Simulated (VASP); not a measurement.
Method: LDA (Ceperley-Alder, Perdew-Zunger), VASP's LDA PAW potentials (set 64) (plane waves; VASP 6.6.1).

Input for VASP

**INCAR**
```
ALGO  =  Normal
EDIFF  =  1E-6
ENCUT  =  400
ISIF  =  2
ISMEAR  =  0
LASPH  =  .TRUE.
LCHARG  =  .FALSE.
LMAXMIX  =  4
LREAL  =  .FALSE.
LWAVE  =  .FALSE.
NELM  =  100
PREC  =  Accurate
SIGMA  =  0.01
SYSTEM  =  LiI
```

### POSCAR
```
LiI
1
    0.0000000000     3.0143150000     3.0143150000
    3.0143150000     0.0000000000     3.0143150000
    6.0286300000     6.0286300000     0.0000000000
Li I
2 2
Direct
  0.0000000000   0.0000000000   0.0000000000
  0.0000000000   0.0000000000   0.5000000000
  0.5000000000   0.5000000000   0.2500000000
  0.5000000000   0.5000000000   0.7500000000
```

### KPOINTS
```
kpoints
0
Gamma
5 5 3
```

POTCAR, in this order: Li_sv I (LDA.64 set). Program: vasp_std.

What VASP printed:

OSZICAR:
```
       N       E                     dE             d eps       ncg     rms          rms(c)
DAV:   1     0.893624040270E+02    0.89362E+02   -0.64607E+03   672   0.105E+03
DAV:   2    -0.411155599093E+01   -0.93474E+02   -0.90584E+02   864   0.199E+02
DAV:   3    -0.128860622419E+02   -0.87745E+01   -0.87531E+01  1284   0.556E+01
DAV:   4    -0.131473574094E+02   -0.26130E+00   -0.26103E+00   984   0.113E+01
DAV:   5    -0.131662283532E+02   -0.18871E-01   -0.18870E-01  1074   0.215E+00    0.318E+00
DAV:   6    -0.131268948164E+02    0.39334E-01   -0.47611E-02   872   0.114E+00    0.203E+00
DAV:   7    -0.131234475285E+02    0.34473E-02   -0.60475E-02  1070   0.124E+00    0.278E-01
DAV:   8    -0.131227586870E+02    0.68884E-03   -0.74592E-03   858   0.611E-01    0.515E-02
DAV:   9    -0.131227801908E+02   -0.21504E-04   -0.13844E-04   956   0.911E-02    0.316E-02
DAV:  10    -0.131227921584E+02   -0.11968E-04   -0.12636E-05  1088   0.263E-02    0.153E-02
DAV:  11    -0.131227924005E+02   -0.24216E-06   -0.64821E-07   708   0.703E-03
   1 F= -.13122792E+02 E0= -.13122792E+02  d E =-.280674E-44
```

OUTCAR:
```
------------------------ aborting loop because EDIFF is reached ----------------------------------------
  FORCE on cell =-STRESS in cart. coord.  units (eV):
  Direction    XX          YY          ZZ          XY          YZ          ZX
  --------------------------------------------------------------------------------------
  Total       -1.9127897     -1.9127897     -1.9127897     -0.0087915      0.0087915      0.0087915
  in kB      -27.9738287    -27.9738287    -27.9738287     -0.1285725      0.1285725      0.1285725
  external PRESSURE =     -27.9738287 kB  Pullay stress =       0.0000000 kB
  volume of cell :      109.55
      direct lattice vectors                 reciprocal lattice vectors
     0.000000000  3.014315000  3.014315000    -0.165875166  0.165875166  0.165875166
     3.014315000  0.000000000  3.014315000     0.165875166 -0.165875166  0.165875166
     6.028630000  6.028630000  0.000000000     0.082937583  0.082937583 -0.082937583
 POSITION                                       TOTAL-FORCE (eV/Angst)
 -----------------------------------------------------------------------------------
      0.00000      0.00000      0.00000        -0.000000     -0.000000      0.000000
      3.01431      3.01431      0.00000         0.000000      0.000000      0.000000
      3.01431      3.01431      3.01431        -0.000000     -0.000000      0.000000
      6.02863      6.02863      3.01431        -0.000000     -0.000000     -0.000000
 -----------------------------------------------------------------------------------
    total drift:                                0.000000      0.000000      0.000000
  FREE ENERGIE OF THE ION-ELECTRON SYSTEM (eV)
  ---------------------------------------------------
  free  energy   TOTEN  =       -13.1227924005 eV

  energy  without entropy=      -13.1227924005  energy(sigma->0) =      -13.12279240
```
(Selected blocks of OUTCAR.)

At this cut-off the stress carries a Pulay error, which pulls relaxed volumes low.

The structure comes from a computed database's LiI entry; how it stands against other phases isn't given here. The cell was not relaxed at this level. The run is one of a series of settings (KPOINTS 5×5×3 Γ-centred mesh against the base run), some of them coarse on purpose.
